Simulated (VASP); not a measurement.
## CdF2: electric field gradients with PBE

Crystal: CdF2.

```
CELL_PARAMETERS angstrom
0.00000 2.69400 2.69400
2.69400 0.00000 2.69400
2.69400 2.69400 0.00000
ATOMIC_POSITIONS crystal
Cd 0.00000 0.00000 0.00000
F 0.25000 0.25000 0.25000
F 0.75000 0.75000 0.75000
```

```
Program                : VASP 6.6.1
Task                   : electric field gradients
Functional             : PBE
Potentials or basis    : VASP PAW PBE potentials, release 64 (Cd, F)
Cutoff                 : 520 eV
k mesh                 : 8 × 8 × 8
Occupations            : fermi-dirac, width 0.02 eV
Spin                   : no spin polarisation
Dipole correction      : no
Further INCAR settings : ALGO = Normal; EDIFF = 1e-08; NBANDS = 20
```

```json
{
 "Pressure": "6.2 GPa",
 "Band gap on the k mesh": "3.07 eV, indirect (least direct gap 3.57 eV)"
}
```

Levels at points of the mesh, in eV from the valence-band top:
```tsv
k point	band 11	band 12	band 13	band 14	band 15	band 16
(0.00, 0.00, 0.00)	-0.50	-0.50	-0.50	3.07	12.70	12.70
(0.50, 0.00, 0.00)	-1.84	-0.40	-0.40	7.17	9.16	14.50
(0.50, 0.50, 0.00)	-0.50	-0.09	-0.09	8.00	9.65	11.92
```

Electric field gradients, principal values (V/Å²):
| atom | Vxx | Vyy | Vzz |
| --- | --- | --- | --- |
| 1 Cd | 0.002 | 0.002 | -0.004 |
| 2 F | -0.008 | -0.008 | 0.017 |
| 3 F | -0.008 | -0.008 | 0.017 |

It took 35 s on 1 thread of Intel(R) Xeon(R) Platinum 8375C CPU @ 2.90GHz (Ice Lake), with other jobs on the host, peak memory 0.16 GiB.

A k mesh can miss the band edges. PBE gaps usually lie below the measured ones, often by a third to a half.
